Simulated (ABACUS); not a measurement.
The system is C.

```
C
1.0
     0.00000    1.78337    1.78337
     1.78337    0.00000    1.78337
     1.78337    1.78337    0.00000
C
2
Direct
  0.75000 0.75000 0.75000
  0.50000 0.50000 0.50000
```

This isn't the form of C at room conditions, which is graphite.

Program: ABACUS 3.10.1. Alike in all runs: task single point; no spin polarisation; cell as given; smearing fermi-dirac 0.05 eV.

Order these runs on this cell by their pressure, lowest first.
A. level RPBE; potentials or basis PseudoDojo NC SR 0.5 PBE standard, plane waves; k mesh 10 × 10 × 10; cutoff (eV) 1116; SCF threshold on the density 1e-08; eigensolver dav
B. level PBEsol; potentials or basis SPMS ONCV 1.0 PBE, DZP LCAO (the cutoffs set its grid); k mesh 12 × 12 × 12; cutoff (eV) 1361; orbital files C C_confined-atom_6au_2s2p1d.orb; SCF threshold on the density 1e-07; eigensolver genelpa
C. level PBE; potentials or basis PseudoDojo NC SR 0.4.1 PBE standard, plane waves; k mesh 13 × 13 × 13; cutoff (eV) 1116; SCF threshold on the density 1e-08; eigensolver dav
D. level rPW86PBE; potentials or basis SG15 ONCV 1.2 PBE, plane waves; k mesh 10 × 10 × 10; cutoff (eV) 1116; SCF threshold on the density 1e-08; eigensolver dav
E. level LDA-PW92; potentials or basis PseudoDojo NC SR 0.4.1 LDA stringent, plane waves; k mesh 10 × 10 × 10; cutoff (eV) 1116; SCF threshold on the density 1e-08; eigensolver dav

E (-11.2 GPa), B (-0.3 GPa), C (1.8 GPa), A (3.9 GPa), D (7.4 GPa).

Caveats: the potentials were made for another functional, which shifts forces and pressure (some runs); the atomic orbitals were generated for these runs and aren't a published set (some runs); the basis of atomic orbitals isn't converged, which shifts pressures, moduli and gaps (some runs).

Not every run made on this cell is shown here.
